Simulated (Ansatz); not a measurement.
Crystal: AlN.

```xyz
2
Lattice="0.0000 2.0345 2.0345 2.0345 0.0000 2.0345 2.0345 2.0345 0.0000" Properties=species:S:1:pos:R:3 pbc="T T T"
Al    2.0345    2.0345    2.0345
N     0.0000    0.0000    0.0000
```

Measurements of this composition are mostly on another form, of space group No. 186.

| Item | Value |
| --- | --- |
| Program | Ansatz 0.2.0 |
| Task | single point |
| Functional | PBE |
| Potentials or basis | Ansatz PAW |
| Cutoff | 420 eV (not typed: the program's choice for these potentials) |
| k mesh | 11 × 11 × 11 |
| Occupations | fermi-dirac, width 0.05 eV |
| Spin | no spin polarisation |

On this cell: pressure 0.3 GPa; largest force zero by symmetry; band gap on the k mesh 4.58 eV, indirect (least direct gap 5.40 eV).

The same run follows on a disturbed copy (atoms moved at random, drawn with an rms of 0.05 Å):

```xyz
2
Lattice="0.0000 2.0345 2.0345 2.0345 0.0000 2.0345 2.0345 2.0345 0.0000" Properties=species:S:1:pos:R:3 pbc="T T T"
Al    2.0251    2.0119    2.0581
N     0.0118   -0.0113   -0.0079
```

Problem. What does the disturbed cell give?

Solution. The energy moves by +2.6 meV/atom; pressure 0.5 GPa; largest force 0.262 eV/Å; band gap on the k mesh 4.57 eV, indirect (least direct gap 5.39 eV).

Forces in eV/Å, atoms in the order of the input:
```
Al   0.140  0.075 -0.209
N   -0.140 -0.075  0.209
```

Stress tensor (GPa, compression positive):
```
 0.48 -0.01  0.02
-0.01  0.30  0.01
 0.02  0.01  0.79
```

Caveats: odd divisions of the mesh miss points on the zone boundary, where band edges often lie, so the gap on the mesh can be too wide.

A k mesh can miss the band edges.
